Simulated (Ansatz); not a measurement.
Cu Kα1 powder pattern (kinematic, no thermal factors).
2θ (°) (relative intensity): 24.88 (100), 28.80 (3), 41.18 (75), 48.71 (47), 59.65 (12), 65.64 (19), 75.06 (24), 80.50 (14), 89.40 (8)

The pattern is computed from a structure relaxed with Ansatz, DFT PBE, scalar-relativistic, plane waves, PAW. No spin polarisation. Its elements are Cd, Se.

Question: Give the structure.

Answer: CdSe.
Space group F-43m (No. 216). a = 6.195 Å, b = 6.195 Å, c = 6.195 Å, α = 90.00°, β = 90.00°, γ = 90.00°
```csv
atom,site,symmetry,x,y,z
Cd,4a,-43m,0.0000,0.0000,0.0000
Se,4d,-43m,0.2500,0.7500,0.2500
```

A pattern alone doesn't exclude other cells with like lines; this is the one computed.

It was reached by relaxing an invented guess, and it needn't be the stable form of this composition.
